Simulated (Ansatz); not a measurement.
AlSb:
```
CELL_PARAMETERS angstrom
      0.00000     3.11257     3.11257
      3.11257     0.00000     3.11257
      3.11257     3.11257     0.00000
ATOMIC_POSITIONS crystal
  Sb 0.75000 0.75000 0.75000
  Al 0.00000 0.00000 0.00000
```

Relaxed with PBE. Special points in fractions of this cell's reciprocal vectors: Γ (0.000, 0.000, 0.000); X (0.500, 0.000, 0.500); U (0.625, 0.250, 0.625); K (0.375, 0.375, 0.750); L (0.500, 0.500, 0.500); W (0.500, 0.250, 0.750).

List the band energies nearest the valence-band maximum at these points for DFT-PBE in the program Ansatz with PAW potentials.

In eV from the valence-band maximum; about four levels below and three above (degenerate sets whole), none deeper than 8.9 eV; points with the same levels are listed once.

```tsv
k	below	above
Γ	0.00 0.00 0.00	1.28 3.09 3.09 3.09
X	-8.63 -5.36 -2.09 -2.09	1.30 1.47 8.50 8.50
U	-8.67 -5.17 -3.09 -1.76	1.73 4.02 6.68
L	-5.24 -0.87 -0.87	1.24 3.73 3.73
W	-8.61 -5.15 -2.89 -2.59	3.96 4.29 4.48
```

Space group F-43m (zinc blende). The cell was relaxed with PBE under the symmetry of its start. Spin–orbit coupling is left out wherever it is not named.

Potentials: the later of the program's two PAW sets.
